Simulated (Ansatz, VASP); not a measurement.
**Hf2H in VASP and in Ansatz**

```xyz
3
Lattice="2.4711 1.4267 2.3025 -2.4711 1.4267 2.3025 0.0000 -2.8534 2.3025" Properties=species:S:1:pos:R:3 pbc="T T T"
Hf    0.0000    0.0000    5.3221
Hf    0.0000    0.0000    1.5853
H     0.0000    0.0000    3.4537
```

Alike in both runs: functional PBE; k mesh 6 × 6 × 6; occupations gaussian, width 0.1 eV; no spin polarisation.

Ansatz relaxed the structure, and its values are those at the end. VASP's run is a single point on that final structure, the one shown.

|  | VASP | Ansatz |
| --- | --- | --- |
| version | VASP 6.6.1 | Ansatz 0.2.0 |
| potentials or method | VASP PAW PBE potentials, release 64 (Hf_pv, H) | scalar-relativistic, plane waves, PAW |
| plane-wave cutoff (eV) | 520 | 420 |
| valence electrons in the cell | 21 | 53 |

Ansatz gave:

```
gap on the k mesh at the Fermi level (eV) : none
pressure (GPa)                            : 0.1
rms of the force components (eV/Å)        : 0.005
```

Problem. What did VASP give for the same quantities?

Solution. gap on the k mesh at the Fermi level (eV): none; pressure (GPa): -0.3; rms of the force components (eV/Å): 0.004.

A gap of «none» marks a metal or a gap that the smearing closes. With one functional, cell and mesh, what is left measures potentials, basis and numerics. The two sets of potentials don't hold the same shells in valence.

The runs have no spin-orbit coupling, so splittings on Hf are missing.
